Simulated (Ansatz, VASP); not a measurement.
## Cross-check of Ni (Ni strained to the junction's net) between VASP and Ansatz

Wanted: the spread between two codes on one cell, functional and k mesh. The structure shown is the end of the Ansatz relaxation below.

Program: Ansatz 0.2.0. Level of theory: plane waves, with VASP 6.6.1 beside it; single point at PBE. Results are calculated unless marked as measured.

### Step 1. The structure

Symmetry: Fm-3m, No. 225, cubic system. The conventional cell has a = 3.520 Å, b = 3.520 Å, c = 3.520 Å, α = 90.00°, β = 90.00°, γ = 90.00°. Nearest to Ni lie 12 Ni at 2.49 Å.

### Step 2. Ansatz: relaxation, PBE

Ansatz runs on its default PAW (the set named soft_2) files.

This run makes the geometry at which the two programs are then compared.

Input file input.yaml:

```yaml
crystal:
  lattice:
    - [2.489, 0.0, 0.0]
    - [0.0, 2.489, 0.0]
    - [0.0, 0.0, 3.5200157103]
  atoms:
    - { symbol: Ni, position: [0.0, 0.0, 0.0], spin: 0.7 }
    - { symbol: Ni, position: [0.5, 0.5, 0.5], spin: 0.7 }
magnetization:
  spin_polarized: true
kpoints:
  mp_grid: { grid: [14, 14, 9] }
scf:
  occupations: { method: fermi_dirac, width: 0.1 }
  max_iter: 150
hamiltonian:
  xc: pbe
relax:
  f_tol: 0.01
  max_steps: 40
  cell: { fix: [a, b, angles] }
```

Run with:

```sh
> ansatz run input.yaml --threads 4 --pin off --max-ram 12288MiB --backend cpu --events-out ev --progress --plain --runs-dir out
```

Numbers of over 12 decimals in the logs are rounded to 6 here.

The program printed:

```text
Engine: ansatz 0.2.0, aarch64-unknown-linux-gnu
Pseudopotentials: kind: paw
Pseudopotential: Ni, paw, valence charge 18, recommended cutoff 420 eV (normal), Ni.paw.azcp
Functional definition: PBE
  parameter kappa = 0.804
  parameter beta = 0.066725
  exchange = pbe_x(kappa = kappa, mu = beta*pi^2/3)
  correlation = pbe_c(beta = beta)
Crystal: 2 atoms, lattice volume = 21.807 Å³
Basis set: ecut = 420 eV, 403 PW (Γ), exchange–correlation on 36×36×48 points (8 copies of the dense FFT grid, shifted against one another)
Bands: 23, of which v1, the nominal top of the filled ones, is band 18 counted from 1 (17 counted from 0)
Symmetry: 32 space group operations
k-points: 180 of 1764
Non-local potential: Ni, projectors of the file, l = 0: 3, l = 1: 2, l = 2: 3, l = 3: 1
PAW form: soft (Blöchl's): semilocal exchange-correlation on the pseudo side does not see the compensation charge
PAW one-centre angular grid: Ni, 590 points (default); XC on 64 Gauss nodes
Initial density: superposition of atomic densities (chi_scale 0.1, normalization cell)
Starting moments: Σ|m| = 1.4 μB on 2 of 2 sites
Initial wavefunctions: pseudopotential atomic-orbital guess
Functional: x = pbe(κ = 0.804, μ = 0.219515), c = pbe(β = 0.066725)
iter 1 solved again at ethr=2.75e-3 eV; its pass at ethr=3.10e-3 eV (dr2=9.90e-1 eV) is discarded
SCF iter   1: F=—  HF=-11677.897319 eV  |F-HF|=—  |Δ(HF+E_count)|=         —  Δρ=6.77e-2 (↑1.94e-2 ↓6.77e-2)  dr2=9.90e-1  dr2_m=1.23e-1  M=1.463 μB ∫|m|=1.543 μB  β_m=0.30  ethr=2.75e-3  ⟨swp⟩=1.0  Hψ=40818  notcnv=0
Mixer restart at iter 1: flushing history
preconditioner: auto → none  [metal: Δε(μ)=0.007 eV  Ē_g=9.291 eV  σ=0.100 eV  W_gap=0.02  n_scr=6 (ndim 8)  ℏωp=35.6 eV  f_vac=0.000  D(μ)=3.46/eV (n_scr^D=48)  sad-step TF]
SCF iter   2: F=—  HF=-11677.814007 eV  |F-HF|=—  |Δ(HF+E_count)|=   8.33e-2  Δρ=2.60e-2 (↑2.60e-2 ↓1.62e-2)  dr2=2.73e-2  dr2_m=6.38e-2  M=1.440 μB ∫|m|=1.541 μB  β_m=0.31  ethr=2.75e-3  ⟨swp⟩=2.0  Hψ=12593  notcnv=0
SCF iter   3: F=—  HF=-11678.443277 eV  |F-HF|=—  |Δ(HF+E_count)|=         —  Δρ=2.57e-2 (↑2.57e-2 ↓1.01e-2)  dr2=3.76e-2  dr2_m=4.91e-2  M=1.459 μB ∫|m|=1.585 μB  β_m=0.31  ethr=7.59e-5  ⟨swp⟩=2.1  Hψ=16266  notcnv=0  defer=12
Mixer restart at iter 3: flushing history
SCF iter   4: F=—  HF=-11678.863898 eV  |F-HF|=—  |Δ(HF+E_count)|=   4.21e-1  Δρ=1.48e-2 (↑1.48e-2 ↓5.72e-3)  dr2=2.03e-2  dr2_m=1.29e-2  M=1.410 μB ∫|m|=1.550 μB  β_m=0.55  ethr=7.59e-5  ⟨swp⟩=2.1  Hψ=14230  notcnv=0  defer=12
SCF iter   5: F=—  HF=-11679.410313 eV  |F-HF|=—  |Δ(HF+E_count)|=   5.46e-1  Δρ=1.16e-2 (↑4.22e-3 ↓1.16e-2)  dr2=3.08e-2  dr2_m=4.10e-3  M=1.301 μB ∫|m|=1.470 μB  β_m=0.51  ethr=5.64e-5  ⟨swp⟩=2.0  Hψ=16286  notcnv=0  defer=23
SCF iter   6: F=-11679.342208 eV  HF=-11679.554951 eV  |F-HF|=2.13e-1  |Δ(HF+E_count)|=   1.45e-1  Δρ=2.00e-2 (↑1.97e-2 ↓2.00e-2)  dr2=1.81e-1  dr2_m=1.45e-5  M=1.281 μB ∫|m|=1.462 μB  β_m=0.78  ethr=5.64e-5  ⟨swp⟩=2.1  Hψ=18099  notcnv=0  defer=29
SCF iter   7: F=-11679.495104 eV  HF=-11679.494593 eV  |F-HF|=5.11e-4  |Δ(HF+E_count)|=   6.04e-2  Δρ=3.77e-3 (↑6.41e-4 ↓3.77e-3)  dr2=1.97e-3  dr2_m=7.20e-4  M=1.251 μB ∫|m|=1.430 μB  β_m=0.89  ethr=5.64e-5  ⟨swp⟩=2.0  Hψ=17775  notcnv=0  defer=33
SCF iter   8: F=-11679.495513 eV  HF=-11679.495877 eV  |F-HF|=3.63e-4  |Δ(HF+E_count)|=   1.28e-3  Δρ=2.23e-3 (↑6.00e-4 ↓2.23e-3)  dr2=9.88e-4  dr2_m=1.57e-4  M=1.245 μB ∫|m|=1.423 μB  β_m=0.94  ethr=5.47e-6  ⟨swp⟩=1.4  Hψ=10340  notcnv=0  defer=33
SCF iter   9: F=-11679.495991 eV  HF=-11679.495995 eV  |F-HF|=4.65e-6  |Δ(HF+E_count)|=   1.19e-4  Δρ=1.88e-4 (↑3.05e-5 ↓1.88e-4)  dr2=5.50e-6  dr2_m=1.45e-6  M=1.242 μB ∫|m|=1.421 μB  β_m=0.97  ethr=2.74e-6  ⟨swp⟩=2.1  Hψ=11312  notcnv=0  defer=33
SCF iter  10: F=-11679.495994 eV  HF=-11679.495995 eV  |F-HF|=5.46e-7  |Δ(HF+E_count)|=   4.91e-7  Δρ=5.46e-5 (↑3.55e-5 ↓5.46e-5)  dr2=1.00e-6  dr2_m=2.40e-8  M=1.242 μB ∫|m|=1.420 μB  β_m=0.95  ethr=1.53e-8  ⟨swp⟩=2.2  Hψ=13667  notcnv=0  defer=33
SCF iter  11: F=-11679.495995 eV  HF=-11679.495995 eV  |F-HF|=1.10e-7  |Δ(HF+E_count)|=   4.55e-8  Δρ=2.34e-5 (↑1.33e-5 ↓2.34e-5)  dr2=1.66e-7  dr2_m=6.15e-9  M=1.242 μB ∫|m|=1.420 μB  β_m=0.98  ethr=2.79e-9  ⟨swp⟩=2.5  Hψ=11104  notcnv=0  defer=33
SCF iter  12: F=-11679.495995 eV  HF=-11679.495995 eV  |F-HF|=1.45e-9  |Δ(HF+E_count)|=   1.28e-8  Δρ=2.82e-6 (↑1.16e-6 ↓2.82e-6)  dr2=1.96e-9  dr2_m=1.56e-10  M=1.242 μB ∫|m|=1.420 μB  β_m=0.91  ethr=4.62e-10  ⟨swp⟩=2.2  Hψ=11230  notcnv=0  defer=33
SCF iter  13: F=-11679.495995 eV  HF=-11679.495995 eV  |F-HF|=2.36e-11  |Δ(HF+E_count)|=  2.46e-10  Δρ=3.17e-7 (↑1.29e-7 ↓3.17e-7)  dr2=2.53e-11  dr2_m=2.12e-12  M=1.242 μB ∫|m|=1.420 μB  ethr=5.45e-12  ⟨swp⟩=1.7  Hψ=24472  notcnv=0
at 1 of the mixer's solves, the last at iteration 5, it left a direction of its history that read negative out of its fit and stepped the other way along it
SCF 1 converged in 13 iterations: F = -11679.495995 eV  dr2 = 2.53e-11
  greatest PAW one-centre occupation: 1.001 electrons in one spin orbital (limit 2), on the Ni atom at site 1 (counted from 0), in its partial waves of l = 1
relax step   1: F+E_penalty+E_count = -11679.49599503 eV  Δ(F+E_penalty+E_count) = +0.000e0 eV  max|allowed force component| = 3.205e-31 eV/Å  Δτ_max = 0.0000 Å  P = +0.100 GPa  Ω = 21.807 Å³  fix = [a, b, alpha, beta, gamma]  reactions: a +0.113, b +0.113 GPa  (13 SCF iters, dr2 threshold 1.00e-7 eV, accepted)
[...]
relax step   2: F+E_penalty+E_count = -11679.49599502 eV  Δ(F+E_penalty+E_count) = +1.355e-8 eV  max|allowed force component| = 1.578e-30 eV/Å  Δτ_max = 0.0000 Å  P = +0.079 GPa  Ω = 21.809 Å³  energy of the carried Pulay correction = -8.471e-7 eV  fix = [a, b, alpha, beta, gamma]  reactions: a +0.097, b +0.097 GPa  (6 SCF iters, dr2 threshold 1.31e-8 eV, accepted)
[...]
relax step   3: F+E_penalty+E_count = -11679.49599577 eV  Δ(F+E_penalty+E_count) = -7.501e-7 eV  max|allowed force component| = 1.339e-29 eV/Å  Δτ_max = 0.0000 Å  P = +0.078 GPa  Ω = 21.809 Å³  fix = [a, b, alpha, beta, gamma]  reactions: a +0.096, b +0.096 GPa  stress off target by 4.30e-2 GPa on what of the cell is left free  SCF on the basis re-selected at this cell (its energy is not comparable with the rows above)  (7 SCF iters)
basis re-selected at this cell: Δ(F+E_penalty+E_count) = -7.501e-7 eV, ΔP = -0.001 GPa vs the last step (what re-selecting the basis moved, of the pressure what is left beyond the Pulay correction that the steps carried, after the strain that the cell walked since its last selection, with what the two solves' SCF thresholds leave and, on support functions, any second-order correction that the steps lacked; it is no m [...]
SCF converged after 7 iterations
Magnetization: 1.2425 μB (18.6213 up, 17.3787 down)
Absolute magnetization: 1.4220 μB (∫|ρ↑−ρ↓|, with the PAW one-centre terms)
Spin contamination: 0.0137 ħ² per cell (⟨S²⟩ above its minimum at these occupations)
Per-site moments (μB) at R_I (Å): [(0.659371, 1.0267125), (0.659371, 1.0267125)]
Free energy (F): -11679.495996 eV
Harris-Foulkes:  -11679.495996 eV  (|F-HF|=3.64e-12)
Internal energy: -11679.387417 eV  (E = F + TS)
E sigma→0 (E₀):  -11679.441707 eV
Entropy (-TS):   -0.108578 eV (-54.289 meV/atom)
Fermi energy:    18.123228 eV
--- Per-component energies (eV) ---
  E_band       = -570.102083
  E_kinetic    = 564.129433
  E_local      = -6881.712709  (includes V_loc(G=0)·N_el)
  E_nonlocal   = 1271.212569
  E_hartree    = 2872.535583
  E_xc         = -169.550433
  E_vxc        = -218.632224  (∫ρ·V_xc dr)
  E_paw        = -3259.325935  (= ΣΔE_a)
  E_vpaw       = -1050.171555  (= ΣTr[D̂ρ^β])
  E_aug_tail   = 0.001182  (compensation charges beyond the density's cutoff)
  E_ewald      = -6076.677107
  E_smearing   = -0.108578  (= −TS)
  E_closure    = -0.000000  (closes the sum)
  Σ components = -11679.495996   (vs F -11679.495996, Δ=0.00e0)
--- Forces (eV/Å), atoms counted from 1 ---
  atom   1  Ni    -0.00000000    -0.00000000     0.00000000
  atom   2  Ni    -0.00000000    -0.00000000     0.00000000
  max |Σ_I F_I| component: 6.99e-28 eV/Å
--- Stress (GPa, compression-positive) ---
        0.096165      -0.000000      -0.000000
       -0.000000       0.096165      -0.000000
       -0.000000      -0.000000       0.043028
  P = ⅓ Tr σ = 0.0785 GPa (0.785 kbar)
--- Relaxed structure (2 steps of the walk, 2 accepted, 1 SCFs on fresh bases) ---
  F+E_penalty+E_count = -11679.49599577 eV   max|allowed force component| = 1.339e-29 eV/Å   (the final SCF, on the basis selected at the relaxed cell)
  cell:  # Å, volume = 21.8093 Å³
    - [2.489, 0.0, 0.0]
    - [0.0, 2.489, 0.0]
    - [0.0, 0.0, 3.520392]
  atoms:
    - { symbol: Ni, position: [0.0, 0.0, 0.0] }
    - { symbol: Ni, position: [0.5, 0.5, 0.500000] }
```

In the SCF lines HF is the Harris–Foulkes energy and dr2 the Hartree energy of the density residual, in eV; the loop may stop once dr2 is under the threshold and the program's other checks hold. Hψ counts applications of the Hamiltonian.

### Step 3. VASP: single point, PBE

The same cell, functional, mesh and smearing now go to VASP, with its own data sets.

Lines of VASP's logs that name or quote its potential files are left out, and so is its time.

Input file INCAR:

```
SYSTEM = Ni
PREC = Accurate
ENCUT = 600
EDIFF = 1E-06
NELM = 200
ISMEAR = -1
SIGMA = 0.1
LREAL = .FALSE.
ALGO = Normal
GGA = PE
NBANDS = 18
ISPIN = 2
MAGMOM = 0.66 0.66
LASPH = .TRUE.
LMAXMIX = 4
LORBIT = 11
LWAVE = .FALSE.
LCHARG = .FALSE.
ISIF = 2
GGA_COMPAT = .FALSE.
```

Input file POSCAR:

```
Ni
1.0
    2.4890000000      0.0000000000      0.0000000000
    0.0000000000      2.4890000000      0.0000000000
    0.0000000000      0.0000000000      3.5203916865
Ni
2
Direct
    0.0000000000      0.0000000000      0.0000000000
    0.5000000000      0.5000000000      0.5000000000
```

Input file KPOINTS:

```
Automatic mesh
0
Gamma
14 14 9
0 0 0
```

The projector-augmented-wave data sets are Ni (PBE family, release 64).

Run with:

```sh
> mpirun -np 1 vasp_std
```

The program printed:

```text
[banner, memory and clock lines left out]
running    1 mpi-ranks, on    1 nodes
 distrk:  each k-point on    1 cores,    1 groups
 distr:  one band on    1 cores,    1 groups

 POSCAR found type information on POSCAR Ni
 POSCAR found :  1 types and       2 ions
 LDA part: xc-table for (Slater+PW92), standard interpolation
 POSCAR, INCAR and KPOINTS ok, starting setup
 FFT: planning ... GRIDC
 FFT: planning ... GRID_SOFT
 FFT: planning ... GRID
 WAVECAR not read
 entering main loop
       N       E                     dE             d eps       ncg     rms          rms(c)
DAV:   1     0.974733926246E+02    0.97473E+02   -0.97758E+03 13792   0.169E+03
DAV:   2    -0.874543552596E+01   -0.10622E+03   -0.99344E+02 13000   0.263E+02
DAV:   3    -0.129927779748E+02   -0.42473E+01   -0.41237E+01 14000   0.665E+01
DAV:   4    -0.130495091341E+02   -0.56731E-01   -0.56690E-01 15212   0.673E+00
DAV:   5    -0.130510909917E+02   -0.15819E-02   -0.15818E-02 14248   0.107E+00    0.140E+01
DAV:   6    -0.116800493265E+02    0.13710E+01   -0.10040E+01 14128   0.675E+01    0.851E+00
DAV:   7    -0.110302693250E+02    0.64978E+00   -0.20123E+00 14124   0.277E+01    0.268E+00
DAV:   8    -0.110014030997E+02    0.28866E-01   -0.15553E-02 18746   0.175E+00    0.129E+00
DAV:   9    -0.109966227461E+02    0.47804E-02   -0.86318E-04 19660   0.430E-01    0.386E-01
DAV:  10    -0.109955674488E+02    0.10553E-02   -0.11870E-04 19452   0.192E-01    0.109E-01
DAV:  11    -0.109954701015E+02    0.97347E-04   -0.68212E-05 17442   0.132E-01    0.299E-02
DAV:  12    -0.109954709035E+02   -0.80200E-06   -0.50873E-06 15076   0.338E-02
   1 F= -.10995471E+02 E0= -.10940466E+02  d E =-.110010E+00  mag=     1.2130
```

From OUTCAR (step 3):

```text
ion  position               nearest neighbor table
   1  0.000  0.000  0.000-   2 2.49   2 2.49   2 2.49   2 2.49   2 2.49   2 2.49   2 2.49   2 2.49

  LATTYP: Found a simple tetragonal cell.
 ALAT       =     2.4890000000
 C/A-ratio  =     1.4143799464

 Subroutine GETGRP returns: Found 16 space group operations
 (whereof 16 operations were pure point group operations)

The static configuration has the point symmetry D_4h.

 Found    180 irreducible k-points:

   k-points           NKPTS =    180   k-points in BZ     NKDIM =    180   number of bands    NBANDS=     18

   dimension x,y,z NGX =    20 NGY =   20 NGZ =   28
   dimension x,y,z NGXF=    40 NGYF=   40 NGZF=   56

   ENCUT  =  600.0 eV  44.10 Ry    6.64 a.u.   4.97  4.97  7.03*2*pi/ulx,y,z

   NELECT =      20.0000    total number of electrons

 k-points in reciprocal lattice and weights: Automatic mesh
   0.00000000  0.00000000  0.00000000       0.001
   0.07142857  0.00000000  0.00000000       0.002
   0.14285714  0.00000000  0.00000000       0.002
   0.21428571  0.00000000  0.00000000       0.002
   0.28571429  0.00000000  0.00000000       0.002
   0.35714286  0.00000000  0.00000000       0.002
   0.42857143  0.00000000  0.00000000       0.002
   0.50000000  0.00000000  0.00000000       0.001
   0.07142857  0.07142857  0.00000000       0.002
[...]
0.50000000  0.42857143  0.44444444       0.005
   0.50000000  0.50000000  0.44444444       0.001

 average (electrostatic) potential at core
       1 -82.0294       2 -82.0294

 E-fermi :   9.3312

 spin component 1
 k-point     1 :       0.0000    0.0000    0.0000
  band No.  band energies     occupation
    ...
      7       8.0947      1.00000
      8       8.0950      1.00000
      9       8.8003      0.99508
     10       8.8927      0.98770
     11       8.8927      0.98770
     12      11.7888      0.00000
     13      18.5434      0.00000
     14      24.1492      0.00000
     15      24.1492      0.00000
     16      29.0520      0.00000
    ...

 k-point     2 :       0.0714    0.0000    0.0000
  band No.  band energies     occupation
    ...
      7       8.0663      1.00000
      8       8.0977      1.00000
      9       8.6228      0.99916
     10       8.7439      0.99719
     11       8.8716      0.99001
     12      12.1918      0.00000
     13      18.5754      0.00000
     14      22.8602      0.00000
     15      24.3513      0.00000
     16      29.7307      0.00000
    ...

 k-point     3 :       0.1429    0.0000    0.0000
  band No.  band energies     occupation
    ...
      7       7.9881      1.00000
      8       8.0717      1.00000
      9       8.1185      0.99999
     10       8.5890      0.99940
     11       8.8087      0.99465
     12      13.1425      0.00000
     13      18.6456      0.00000
     14      20.5180      0.00000
     15      24.9426      0.00000
     16      30.3499      0.00000
    ...

 k-point     4 :       0.2143    0.0000    0.0000
  band No.  band energies     occupation
    ...
      7       7.5082      1.00000
      8       7.8795      1.00000
      9       8.2022      0.99999
     10       8.3718      0.99993
     11       8.7056      0.99808
     12      14.3716      0.00000
     13      17.7458      0.00000
     14      19.1656      0.00000
     15      25.8851      0.00000
     16      29.1561      0.00000
    ...

 k-point     5 :       0.2857    0.0000    0.0000
  band No.  band energies     occupation
    ...
      7       7.3410      1.00000
      8       7.7671      1.00000
      9       8.1362      0.99999
     10       8.4178      0.99989
     11       8.5653      0.99953
     12      15.4902      0.00000
     13      15.7820      0.00000
     14      19.4781      0.00000
     15      26.9683      0.00000
     16      27.1312      0.00000
    ...

 k-point     6 :       0.3571    0.0000    0.0000
  band No.  band energies     occupation
    ...
      7       7.5391      1.00000
      8       7.6788      1.00000
      9       7.9222      1.00000
     10       8.3922      0.99992
     11       8.8071      0.99474
     12      13.4014      0.00000
     13      17.3395      0.00000
     14      20.0971      0.00000
     15      24.8272      0.00000
     16      25.6371      0.00000
    ...

  Total       -0.0127421     -0.0127421     -0.0190235      0.0000000      0.0000000     -0.0000000
  in kB       -0.9360763     -0.9360763     -1.3975299      0.0000000      0.0000000     -0.0000000
  external PRESSURE =      -1.0898941 kB  Pullay stress =       0.0000000 kB

  energy-cutoff  :      600.00
  volume of cell :       21.81
      direct lattice vectors                 reciprocal lattice vectors
     2.489000000  0.000000000  0.000000000     0.401767778  0.000000000  0.000000000
     0.000000000  2.489000000  0.000000000     0.000000000  0.401767778  0.000000000
     0.000000000  0.000000000  3.520391687     0.000000000  0.000000000  0.284059301

 POSITION                                       TOTAL-FORCE (eV/Angst)
 -----------------------------------------------------------------------------------
      0.00000      0.00000      0.00000        -0.000000     -0.000000      0.000000
      1.24450      1.24450      1.76020         0.000000      0.000000      0.000000
 -----------------------------------------------------------------------------------
    total drift:                               -0.000000      0.000000      0.000000

  FREE ENERGIE OF THE ION-ELECTRON SYSTEM (eV)
  ---------------------------------------------------
  free  energy   TOTEN  =       -10.9954709035 eV

  energy  without entropy=      -10.8854609957  energy(sigma->0) =      -10.94046595

 total charge
# of ion       s       p       d       tot
------------------------------------------
    1        0.496   0.495   8.314   9.306
    2        0.496   0.495   8.314   9.306
--------------------------------------------------
tot          0.993   0.991  16.628  18.612

 magnetization (x)
# of ion       s       p       d       tot
------------------------------------------
    1       -0.007  -0.024   0.649   0.618
    2       -0.007  -0.024   0.649   0.618
--------------------------------------------------
tot         -0.013  -0.049   1.299   1.237

[... 6 further parts left out ...]
```

The magnetic state follows from one typed start and may not be the lowest.

### Step 4. Side by side

Known differences besides the potentials themselves: VASP starts from the moments at which Ansatz ended; the data sets hold 36 valence electrons in Ansatz (on its default PAW (the set named soft_2) files) and 20 in VASP; the cutoff is 420 eV in Ansatz and 600 eV in VASP; Ansatz's pressure holds a Pulay correction, VASP's none; site moments are counted in spheres of each program's own size. Total energies have different zeros and are not compared.

Compared:

```
          quantity  Ansatz   VASP  difference
    pressure (GPa)    0.08  -0.11       +0.19
 total moment (μB)    1.24   1.21       +0.03
moment on Ni1 (μB)    0.66   0.62       +0.04
moment on Ni2 (μB)    0.66   0.62       +0.04
```

### Step 5. Results

| Quantity | Value |
| --- | --- |
| difference in total moment (single point, PBE) | 0.030 μB |

What this shows: The difference in total moment is 0.030 μB (single point, PBE). The data sets hold unlike numbers of valence electrons (36 in Ansatz and 20 in VASP), so part of the differences comes from the potentials. How closely two codes agree says nothing of how well the functional describes the real material.

[Lines on the potential files, build, host, timing and source positions are cut from VASP's logs without a mark.]

[Logs are printed without paths, hosts, clocks, repeated set-up lines and the standing remarks that a program may print on its own settings, such as how far it seeks lower states.]

[Hosts, paths, dates, database ids (printed as entryN), source tags and the programs' standing remarks are cut or masked in the printed files.]
